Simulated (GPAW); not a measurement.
**Cu: relaxation of cell and atoms with PBEsol+D3(BJ)**

The system is Cu.

```
Cu
1.0
    -1.44279    1.44279    1.37608
     1.44279   -1.44279    1.37608
     1.44279    1.44279   -1.37608
Cu
1
Cartesian
  0.0000 0.0000 0.0000
```

This isn't the form of Cu at room conditions, which is fcc.

```
Program             : GPAW 26.7.0
Task                : relaxation of cell and atoms
Functional          : PBEsol
Dispersion          : D3(BJ)
Potentials or basis : PAW data sets generated in the run's folder for this functional
Cutoff              : 600 eV
Basis               : pw
k mesh              : 13 × 13 × 13
Occupations         : fermi-dirac, width 0.05 eV
Spin                : no spin polarisation
Maxiter             : 150
Optimizer           : BFGS
Fmax                : 0.02 eV/Å
Max steps           : 60
Convergence         : density=1e-05 forces=0.0001
```

The relaxed volume is 10.99 Å³/atom. The relaxed cell is a = 2.427 Å, b = 2.427 Å, c = 2.427 Å, α = 108.24°, β = 108.24°, γ = 111.97°. The space group after relaxing (to 0.05 Å) is I4/mmm (No. 139), the energy gained by relaxing is 9.9 meV/atom and the ionic steps are 4. The pressure after relaxing is 0.0 GPa, the band gap on the k mesh is none (metal or under the smearing width) and the dispersion energy per atom is -0.563 eV.

Stress tensor (GPa, compression positive):
```
-0.12  0.00  0.00
 0.00 -0.12  0.00
 0.00  0.00  0.22
```

Step by step:
| step | energy change (eV) | largest force (eV/Å) | pressure (GPa) | volume (Å³) |
| --- | --- | --- | --- | --- |
| 1 | 0.0000 | 0.0000 | -6.93 | 11.46 |
| 2 | -0.0076 | 0.0000 | -3.57 | 11.22 |
| 3 | -0.0099 | 0.0000 | 0.26 | 10.98 |
| 4 | -0.0099 | 0.0000 | 0.00 | 10.99 |

Final structure:
```
CELL_PARAMETERS angstrom
-1.42265 1.42265 1.35780
1.42265 -1.42265 1.35780
1.42265 1.42265 -1.35780
ATOMIC_POSITIONS crystal
Cu 0.00000 0.00000 0.00000
```

Levels at points of the mesh, in eV from the Fermi level:
```
           k point  band 3  band 4  band 5  band 6  band 7  band 8  band 9  band 10
(0.00, 0.00, 0.00)   -3.19   -3.19   -2.26   -2.05   25.87   25.87   27.14    29.59
```

It took 100 s on 1 thread of Intel(R) Xeon(R) Platinum 8259CL CPU @ 2.50GHz (Skylake/Cascade Lake), on a shared host, peak memory 0.19 GiB.

Caveat: with this Cu data set, volumes or pressures lay over 1.5 % or 2 GPa off other programs in two to four cells of ten; later steps reuse the first step's grids; pairwise dispersion overbinds metals, which lowers pressure and volume.
